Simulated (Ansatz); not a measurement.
# As (Pm-3m) in Ansatz: a series of runs

Runs on As. Level: PBEsol. Tasks: relaxation of cell and atoms.

Program: Ansatz 0.2.0. These are calculated values, not measurements. Logs are shortened: lines on timing, memory, paths and dates and some standing lists are left out, and cuts for length are marked.

### 1 The crystal as given

It takes space group Pm-3m (No. 221, cubic). The conventional cell has a = 2.704 Å, b = 2.704 Å, c = 2.704 Å, α = 90.00°, β = 90.00°, γ = 90.00°. As (site symmetry m-3m) has 6 As at 2.70 Å as nearest neighbours.

This isn't the form of As at room conditions, which is rhombohedral.

### 2 Relaxation of cell and atoms, PBEsol, target pressure 5 GPa, at which the enthalpy is minimised

input.yaml

```yaml
crystal:
  lattice:
    - [2.7036817444, 0.0, 0.0]
    - [0.0, 2.7036817444, 0.0]
    - [0.0, 0.0, 2.7036817444]
  atoms:
    - { symbol: As, position: [0.5, 0.5, 0.5] }
hamiltonian:
  xc: pbesol
  pseudopotentials: { kind: paw }
kpoints:
  mp_grid: { grid: [10, 10, 10] }
scf:
  occupations: { method: fermi_dirac, width: 0.05 }
output:
  forces: true
  stress: true
  eigenvalues: true
relax:
  f_tol: 0.01
  max_steps: 40
  cell: { stress_tol: 0.05, p_target: 5.0 }
```

Potentials or basis: Ansatz PAW.

On the command line:

```console
$ ansatz run input.yaml --threads 2 --pin off --max-ram 5632MiB --backend cpu --events-out ev --progress --plain --runs-dir out
```

The program printed:

```text
Warning: RAYON_NUM_THREADS=2 ignored (pool sized by the plan → 2); use --threads N
Engine: ansatz 0.2.0, aarch64-unknown-linux-gnu
Pseudopotentials: kind: paw
Pseudopotential: As, paw, valence charge 15, recommended cutoff 420 eV (normal), As.paw.azcp
Functional definition: PBEsol
  exchange = pbesol_x
  correlation = pbesol_c
Crystal: 1 atoms, lattice volume = 19.764 Å³
Basis set: ecut = 420 eV, 389 PW (Γ), exchange–correlation on 40×40×40 points (8 copies of the dense FFT grid, shifted against one another)
Bands: 12, of which v1, the nominal top of the filled ones, is band 8 counted from 1 (7 counted from 0)
Symmetry: 48 space group operations
Space group: Pm-3m (ITA 221), of the structure as read, at distance tolerance 2.7e-5 Å
k-points: 56 of 1000
Non-local potential: As, projectors of the file, l = 0: 2, l = 1: 2, l = 2: 3, l = 3: 1
PAW form: soft (Blöchl's): semilocal exchange-correlation on the pseudo side does not see the compensation charge
PAW frozen core: As, regenerated for the run's functional, and the local potential with it (the file was generated under x = pbe(κ = 0.804, μ = 0.2195149727645171), c = pbe(β = 0.06672455060314922))
PAW one-centre angular grid: As, 590 points (default); XC on 64 Gauss nodes
Initial density: superposition of atomic densities (neutral atoms: chi_scale 0, normalization atom), corrected by the library's trained network
Initial wavefunctions: pseudopotential atomic-orbital guess
Functional: x = pbesol(κ = 0.804, μ = 0.12345679012345678), c = pbesol(β = 0.046)
SCF iter   1: F=—  HF=-4812.958611 eV  |F-HF|=—  |Δ(HF+E_count)|=         —  Δρ=8.48e-4  dr2=4.45e-5  ethr=1.77e-3  ⟨swp⟩=5.5  Hψ=3995  notcnv=0
preconditioner: auto → none  [metal: Δε(μ)=0.044 eV  Ē_g=15.055 eV  σ=0.050 eV  W_gap=0.21  n_scr=6 (ndim 8)  ℏωp=18.7 eV  f_vac=0.001  D(μ)=0.32/eV (n_scr^D=0)  sad-step TF]
SCF iter   2: F=—  HF=-4812.958282 eV  |F-HF|=—  |Δ(HF+E_count)|=   3.29e-4  Δρ=4.39e-4  dr2=1.35e-5  ethr=2.97e-7  ⟨swp⟩=2.1  Hψ=1553  notcnv=0
SCF iter   3: F=—  HF=-4812.958294 eV  |F-HF|=—  |Δ(HF+E_count)|=   1.20e-5  Δρ=1.55e-4  dr2=2.13e-6  ethr=9.00e-8  ⟨swp⟩=2.1  Hψ=1048  notcnv=0
SCF iter   4: F=—  HF=-4812.958298 eV  |F-HF|=—  |Δ(HF+E_count)|=   3.50e-6  Δρ=4.03e-5  dr2=3.53e-7  ethr=1.42e-8  ⟨swp⟩=2.0  Hψ=1071  notcnv=0
SCF iter   5: F=—  HF=-4812.958297 eV  |F-HF|=—  |Δ(HF+E_count)|=   4.02e-7  Δρ=2.02e-5  dr2=9.13e-8  ethr=2.35e-9  ⟨swp⟩=2.0  Hψ=1040  notcnv=0
SCF iter   6: F=-4812.958297 eV  HF=-4812.958297 eV  |F-HF|=2.76e-9  |Δ(HF+E_count)|=   1.16e-7  Δρ=2.18e-6  dr2=1.01e-9  ethr=6.09e-10  ⟨swp⟩=5.4  Hψ=2956  notcnv=0
SCF 1 converged in 6 iterations: F = -4812.958297 eV  dr2 = 1.01e-9
relax step   1: F+E_penalty+E_count = -4812.95829737 eV  Δ(F+E_penalty+E_count) = +0.000e0 eV  max|allowed force component| = 0.000e0 eV/Å  Δτ_max = 0.0000 Å  P = -1.562 GPa  Ω = 19.764 Å³  (6 SCF iters, dr2 threshold 1.00e-7 eV, accepted)
Crystal: 1 atoms, lattice volume = 17.750 Å³
Basis set: ecut = 420 eV, 365 PW (Γ), exchange–correlation on 40×40×40 points (8 copies of the dense FFT grid, shifted against one another)
Initial density: handed on by an earlier stage of this run
Initial wavefunctions: those handed on with the density
iter 1 solved again at ethr=2.16e-5 eV; its pass at ethr=3.10e-3 eV (dr2=3.24e-3 eV) is discarded
SCF iter   1: F=—  HF=-4812.912794 eV  |F-HF|=—  |Δ(HF+E_count)|=         —  Δρ=4.09e-3  dr2=3.25e-3  ethr=2.16e-5  ⟨swp⟩=1.0  Hψ=5196  notcnv=0
preconditioner: auto → none  [insulator: Δε(μ)=0.146 eV  Ē_g=15.943 eV  σ=0.050 eV  W_gap=0.56  n_scr=6 (ndim 8)  ℏωp=19.7 eV  f_vac=0.000  D(μ)=0.29/eV (n_scr^D=0)  ε∞_Penn≈2.5]
SCF iter   2: F=—  HF=-4812.912481 eV  |F-HF|=—  |Δ(HF+E_count)|=   3.14e-4  Δρ=1.93e-3  dr2=6.19e-4  ethr=2.16e-5  ⟨swp⟩=1.9  Hψ=926  notcnv=0
SCF iter   3: F=—  HF=-4812.912537 eV  |F-HF|=—  |Δ(HF+E_count)|=   5.63e-5  Δρ=2.70e-4  dr2=1.07e-5  ethr=4.12e-6  ⟨swp⟩=1.1  Hψ=687  notcnv=0
SCF iter   4: F=—  HF=-4812.912523 eV  |F-HF|=—  |Δ(HF+E_count)|=   1.35e-5  Δρ=7.21e-5  dr2=3.87e-7  ethr=7.16e-8  ⟨swp⟩=2.0  Hψ=1094  notcnv=0
SCF iter   5: F=-4812.912524 eV  HF=-4812.912524 eV  |F-HF|=8.52e-10  |Δ(HF+E_count)|=   1.85e-7  Δρ=4.48e-6  dr2=1.20e-9  ethr=6.67e-10  ⟨swp⟩=5.0  Hψ=2927  notcnv=0
SCF 2 converged in 5 iterations: F = -4812.912524 eV  dr2 = 1.20e-9
relax step   2: F+E_penalty+E_count = -4812.91252364 eV  Δ(F+E_penalty+E_count) = +4.577e-2 eV  max|allowed force component| = 0.000e0 eV/Å  Δτ_max = 0.0000 Å  P = +10.062 GPa  Ω = 17.750 Å³  energy of the carried Pulay correction = +3.622e-4 eV  (5 SCF iters, dr2 threshold 1.00e-7 eV, accepted)
Crystal: 1 atoms, lattice volume = 18.574 Å³
iter 1 solved again at ethr=4.45e-6 eV; its pass at ethr=3.10e-3 eV (dr2=6.68e-4 eV) is discarded
SCF iter   1: F=—  HF=-4812.949100 eV  |F-HF|=—  |Δ(HF+E_count)|=         —  Δρ=1.78e-3  dr2=6.64e-4  ethr=4.45e-6  ⟨swp⟩=1.7  Hψ=4931  notcnv=0
preconditioner: auto → none  [insulator: Δε(μ)=0.137 eV  Ē_g=15.548 eV  σ=0.050 eV  W_gap=0.53  n_scr=6 (ndim 8)  ℏωp=19.3 eV  f_vac=0.000  D(μ)=0.31/eV (n_scr^D=0)  ε∞_Penn≈2.5]
SCF iter   2: F=—  HF=-4812.949065 eV  |F-HF|=—  |Δ(HF+E_count)|=   3.54e-5  Δρ=8.51e-4  dr2=1.31e-4  ethr=4.43e-6  ⟨swp⟩=2.0  Hψ=978  notcnv=0
SCF iter   3: F=—  HF=-4812.949082 eV  |F-HF|=—  |Δ(HF+E_count)|=   1.71e-5  Δρ=1.20e-4  dr2=2.33e-6  ethr=8.75e-7  ⟨swp⟩=1.1  Hψ=696  notcnv=0
SCF iter   4: F=—  HF=-4812.949078 eV  |F-HF|=—  |Δ(HF+E_count)|=   4.25e-6  Δρ=3.19e-5  dr2=8.28e-8  ethr=6.67e-10  ⟨swp⟩=3.4  Hψ=3074  notcnv=0
SCF iter   5: F=-4812.949078 eV  HF=-4812.949078 eV  |F-HF|=3.40e-10  |Δ(HF+E_count)|=   3.60e-8  Δρ=1.99e-6  dr2=3.17e-10  ethr=5.52e-10  ⟨swp⟩=2.4  Hψ=2112  notcnv=0
SCF 3 converged in 5 iterations: F = -4812.949078 eV  dr2 = 3.17e-10
relax step   3: F+E_penalty+E_count = -4812.94907787 eV  Δ(F+E_penalty+E_count) = -3.655e-2 eV  max|allowed force component| = 0.000e0 eV/Å  Δτ_max = 0.0000 Å  P = +4.444 GPa  Ω = 18.574 Å³  energy of the carried Pulay correction = +2.094e-4 eV  (5 SCF iters, dr2 threshold 1.00e-7 eV, accepted)
Crystal: 1 atoms, lattice volume = 18.489 Å³
iter 1 solved again at ethr=4.46e-8 eV; its pass at ethr=3.10e-3 eV (dr2=6.69e-6 eV) is discarded
SCF iter   1: F=—  HF=-4812.946603 eV  |F-HF|=—  |Δ(HF+E_count)|=         —  Δρ=1.76e-4  dr2=6.39e-6  ethr=4.46e-8  ⟨swp⟩=2.1  Hψ=4764  notcnv=0
preconditioner: auto → none  [insulator: Δε(μ)=0.141 eV  Ē_g=15.591 eV  σ=0.050 eV  W_gap=0.54  n_scr=6 (ndim 8)  ℏωp=19.3 eV  f_vac=0.000  D(μ)=0.31/eV (n_scr^D=0)  ε∞_Penn≈2.5]
SCF iter   2: F=—  HF=-4812.946600 eV  |F-HF|=—  |Δ(HF+E_count)|=   3.40e-6  Δρ=8.39e-5  dr2=1.25e-6  ethr=4.26e-8  ⟨swp⟩=1.9  Hψ=939  notcnv=0
SCF iter   3: F=-4812.946600 eV  HF=-4812.946600 eV  |F-HF|=4.55e-8  |Δ(HF+E_count)|=   1.40e-7  Δρ=1.16e-5  dr2=2.09e-8  ethr=6.67e-10  ⟨swp⟩=2.9  Hψ=2365  notcnv=0
SCF 4 converged in 3 iterations: F = -4812.946600 eV  dr2 = 2.09e-8
relax step   4: F+E_penalty+E_count = -4812.94659980 eV  Δ(F+E_penalty+E_count) = +2.478e-3 eV  max|allowed force component| = 0.000e0 eV/Å  Δτ_max = 0.0000 Å  P = +4.960 GPa  Ω = 18.489 Å³  energy of the carried Pulay correction = +2.248e-4 eV  (3 SCF iters, dr2 threshold 1.00e-7 eV, accepted)
Basis set: ecut = 420 eV, 365 PW (Γ), exchange–correlation on 36×36×36 points (8 copies of the dense FFT grid, shifted against one another)
Initial wavefunctions: pseudopotential atomic-orbital guess (no wavefunctions were taken with the density)
iter 1 solved again at ethr=1.98e-8 eV; its pass at ethr=3.10e-3 eV (dr2=2.96e-6 eV) is discarded
SCF iter   1: F=—  HF=-4812.946379 eV  |F-HF|=—  |Δ(HF+E_count)|=         —  Δρ=3.79e-5  dr2=7.11e-8  ethr=1.98e-8  ⟨swp⟩=2.8  Hψ=5745  notcnv=0
preconditioner: auto → none  [insulator: Δε(μ)=0.140 eV  Ē_g=15.590 eV  σ=0.050 eV  W_gap=0.54  n_scr=6 (ndim 8)  ℏωp=19.3 eV  f_vac=0.000  D(μ)=0.31/eV (n_scr^D=0)  ε∞_Penn≈2.5]
SCF iter   2: F=—  HF=-4812.946387 eV  |F-HF|=—  |Δ(HF+E_count)|=   8.92e-6  Δρ=2.70e-5  dr2=5.79e-8  ethr=4.74e-10  ⟨swp⟩=2.0  Hψ=1096  notcnv=0
SCF iter   3: F=—  HF=-4812.946387 eV  |F-HF|=—  |Δ(HF+E_count)|=   3.96e-9  Δρ=9.73e-6  dr2=6.22e-9  ethr=3.86e-10  ⟨swp⟩=1.0  Hψ=672  notcnv=0
SCF iter   4: F=—  HF=-4812.946387 eV  |F-HF|=—  |Δ(HF+E_count)|=   2.24e-9  Δρ=9.36e-7  dr2=8.19e-11  ethr=4.15e-11  ⟨swp⟩=2.2  Hψ=1099  notcnv=0
SCF iter   5: F=-4812.946387 eV  HF=-4812.946387 eV  |F-HF|=1.82e-12  |Δ(HF+E_count)|=  8.19e-12  Δρ=4.30e-8  dr2=2.02e-13  ethr=1.00e-12  ⟨swp⟩=4.9  Hψ=2215  notcnv=0
SCF 5 converged in 5 iterations: F = -4812.946387 eV  dr2 = 2.02e-13
relax step   5: F+E_penalty+E_count = -4812.94638750 eV  Δ(F+E_penalty+E_count) = +2.123e-4 eV  max|allowed force component| = 0.000e0 eV/Å  Δτ_max = 0.0000 Å  P = +4.958 GPa  Ω = 18.489 Å³  stress off target by 4.24e-2 GPa  SCF on the basis re-selected at this cell (its energy is not comparable with the rows above)  (5 SCF iters)
basis re-selected at this cell: Δ(F+E_penalty+E_count) = +2.123e-4 eV, ΔP = -0.002 GPa vs the last step (what re-selecting the basis moved, of the pressure what is left beyond the Pulay correction that the steps carried, after the strain that the cell walked since its last selection, with what the two solves' SCF thresholds leave and, on support functions, any second-order correction that the steps lacked; it is no measure of the basis error at this ecutwfc). The dense FFT grid was sized anew with the basis: this SCF ran on 18×18×18 points, the steps before it on 20×20×20, so part of this shift can come from that change (see relax.cell in the input reference). This SCF's stress stands 4.24e-2 GPa from its target on what of the cell is left free (relax.cell.stress_tol is 5.00e-2 GPa) and its largest allowed force component is 0.00e0 eV/Å (relax.f_tol is 1.00e-2 eV/Å): within both
SCF converged after 5 iterations
Free energy (F): -4812.946387 eV
Harris-Foulkes:  -4812.946387 eV  (|F-HF|=1.82e-12)
Internal energy: -4812.943876 eV  (E = F + TS)
E sigma→0 (E₀):  -4812.945132 eV
Entropy (-TS):   -0.002511 eV (-2.511 meV/atom)
Fermi energy:    12.704599 eV
--- Per-component energies (eV) ---
  E_band       = -200.970125
  E_kinetic    = 103.965762
  E_local      = -1490.600165  (includes V_loc(G=0)·N_el)
  E_nonlocal   = -668.134379
  E_hartree    = 851.267430
  E_xc         = -79.429954
  E_vxc        = -80.195435  (∫ρ·V_xc dr)
  E_paw        = -1792.755932  (= ΣΔE_a)
  E_vpaw       = 231.459202  (= ΣTr[D̂ρ^β])
  E_aug_tail   = 0.000011  (compensation charges beyond the density's cutoff)
  E_ewald      = -1738.223077
  E_core_change = 0.966429  (= ΣΔE_core)
  E_smearing   = -0.002511  (= −TS)
  E_closure    = -0.000000  (closes the sum)
  Σ components = -4812.946387   (vs F -4812.946387, Δ=0.00e0)
--- Forces (eV/Å), atoms counted from 1 ---
  atom   1  As     0.00000000     0.00000000     0.00000000
  max |Σ_I F_I| component: 4.11e-31 eV/Å
--- Stress (GPa, compression-positive) ---
        4.957581      -0.000000       0.000000
       -0.000000       4.957581       0.000000
        0.000000       0.000000       4.957581
  P = ⅓ Tr σ = 4.9576 GPa (49.576 kbar)
--- Band table (eV; the first three rows and the last of 56) ---
  k-point 0: bands = ["-23.3408", "-23.3408", "-23.2105", "-23.2105", "-23.2105", "-2.8737", "17.1479", "17.1479", "17.1479", "21.4171", "21.4171", "23.7441"]
  k-point 1: bands = ["-23.3402", "-23.3299", "-23.2137", "-23.2137", "-23.2103", "-2.6770", "14.9220", "17.3243", "17.3243", "21.5947", "22.7951", "25.1209"]
  k-point 2: bands = ["-23.3388", "-23.3016", "-23.2221", "-23.2221", "-23.2096", "-2.0955", "11.6598", "17.8295", "17.8295", "22.1163", "23.6795", "28.9430"]
  k-point 55: bands = ["-23.2819", "-23.2819", "-23.2819", "-23.1591", "-23.1591", "8.3076", "10.8043", "10.8043", "10.8043", "18.5607", "18.5607", "18.5607"]
--- Relaxed structure (4 steps of the walk, 4 accepted, 1 SCFs on fresh bases) ---
  F+E_penalty+E_count = -4812.94638750 eV   max|allowed force component| = 0.000e0 eV/Å   (the final SCF, on the basis selected at the relaxed cell)
  cell:  # Å, volume = 18.4889 Å³
    - [2.6442571239946453, 6.419766481290786e-34, 2.5679065925163143e-34]
    - [1.2839532962581574e-34, 2.6442571239946453, 2.5679065925163143e-34]
    - [2.5679065925163143e-34, 2.5679065925163143e-34, 2.6442571239946453]
  atoms:
    - { symbol: As, position: [0.49999999999999994, 0.49999999999999994, 0.49999999999999994] }
```

Run time: 3 s. Hardware: 2 threads of Arm Neoverse V1, shared host; peak memory 0.27 GiB.

Results:

| Property | Result |
| --- | --- |
| Free energy | -4812.9464 eV |
| Relaxed volume | 18.49 Å³/atom |
| Relaxed cell | a = 2.644 Å, b = 2.644 Å, c = 2.644 Å, α = 90.00°, β = 90.00°, γ = 90.00° |
| Space group after relaxing (to 0.05 Å) | Pm-3m (No. 221) |
| Energy change on relaxing (the enthalpy is what falls) | +11.9 meV/atom |
| Ionic steps | 5 |
| Pressure after relaxing | 5.0 GPa |
| Band gap on the k mesh | none (metal or under the smearing width) |

Step by step:
```
step  energy change (eV)  largest force (eV/Å)  volume (Å³)
   1              0.0000                0.0000        19.76
   2              0.0458                0.0000        17.75
   3              0.0092                0.0000        18.57
   4              0.0117                0.0000        18.49
   5              0.0119                0.0000        18.49
```

Final structure:
```
CELL_PARAMETERS angstrom
2.64426 0.00000 0.00000
0.00000 2.64426 0.00000
0.00000 0.00000 2.64426
ATOMIC_POSITIONS crystal
As 0.50000 0.50000 0.50000
```

Levels at points of the mesh, in eV from the Fermi level:
| k point | band 5 | band 6 | band 7 | band 8 | band 9 | band 10 |
| --- | --- | --- | --- | --- | --- | --- |
| (0.00, 0.00, 0.00) | -35.92 | -15.58 | 4.44 | 4.44 | 4.44 | 8.71 |
| (0.00, 0.00, -0.50) | -35.91 | -12.11 | -7.47 | 6.99 | 6.99 | 11.70 |
| (0.00, -0.50, -0.50) | -35.87 | -8.48 | -4.56 | -4.56 | 2.17 | 9.42 |
| (-0.50, -0.50, -0.50) | -35.86 | -4.40 | -1.90 | -1.90 | -1.90 | 5.86 |

Caveat: the plane-wave basis is chosen anew once the cell has moved, so the energies of steps on either side of that aren't comparable; the PAW data sets come from PBE, with cores solved anew for the run's functional, which leaves a small shift of forces and pressure.

### 3 Relaxation of cell and atoms, PBEsol, target pressure 10 GPa, at which the enthalpy is minimised

input.yaml, as its differences from that of step 2:

```diff
@@ -21,2 +21,2 @@
   max_steps: 40
-  cell: { stress_tol: 0.05, p_target: 5.0 }
+  cell: { stress_tol: 0.05, p_target: 10.0 }
```

Potentials or basis: Ansatz PAW.

On the command line:

```console
$ ansatz run input.yaml --threads 2 --pin off --max-ram 5632MiB --backend cpu --events-out ev --progress --plain --runs-dir out
```

Run time: 3.5 s. Hardware: 2 threads of Arm Neoverse V1, shared host; peak memory 0.27 GiB.

Results (log left out):

| Quantity | Value |
| --- | --- |
| Free energy | -4812.9127 eV |
| Relaxed volume | 17.76 Å³/atom |
| Relaxed cell | a = 2.609 Å, b = 2.609 Å, c = 2.609 Å, α = 90.00°, β = 90.00°, γ = 90.00° |
| Space group after relaxing (to 0.05 Å) | Pm-3m (No. 221) |
| Energy change on relaxing (the enthalpy is what falls) | +45.6 meV/atom |
| Ionic steps | 6 |
| Pressure after relaxing | 10.0 GPa |
| Band gap on the k mesh | none (metal or under the smearing width) |

Step by step:
| step | energy change (eV) | largest force (eV/Å) | volume (Å³) |
| --- | --- | --- | --- |
| 1 | 0.0000 | 0.0000 | 19.76 |
| 2 | 0.1060 | 0.0000 | 17.01 |
| 3 | 0.0371 | 0.0000 | 17.90 |
| 4 | 0.0447 | 0.0000 | 17.77 |
| 5 | 0.0453 | 0.0000 | 17.76 |
| 6 | 0.0456 | 0.0000 | 17.76 |

Final structure:
```yaml
crystal:
  lattice:
    - [2.60893, 0.00000, 0.00000]
    - [0.00000, 2.60893, 0.00000]
    - [0.00000, 0.00000, 2.60893]
  atoms:
    - { symbol: As, position: [0.50000, 0.50000, 0.50000] }
```

Levels at points of the mesh, in eV from the Fermi level:
| k point | band 4 | band 5 | band 6 | band 7 | band 8 | band 9 | band 10 | band 11 |
| --- | --- | --- | --- | --- | --- | --- | --- | --- |
| (0.00, 0.00, 0.00) | -35.93 | -35.93 | -15.96 | 4.62 | 4.62 | 4.62 | 8.77 | 8.77 |
| (0.00, 0.00, -0.50) | -35.95 | -35.93 | -12.30 | -7.80 | 7.33 | 7.33 | 11.88 | 14.70 |
| (0.00, -0.50, -0.50) | -35.97 | -35.88 | -8.44 | -4.76 | -4.76 | 1.99 | 9.94 | 18.36 |
| (-0.50, -0.50, -0.50) | -35.87 | -35.87 | -4.05 | -1.96 | -1.96 | -1.96 | 5.80 | 5.80 |

Caveat: the plane-wave basis is chosen anew once the cell has moved, so the energies of steps on either side of that aren't comparable; the PAW data sets come from PBE, with cores solved anew for the run's functional, which leaves a small shift of forces and pressure.
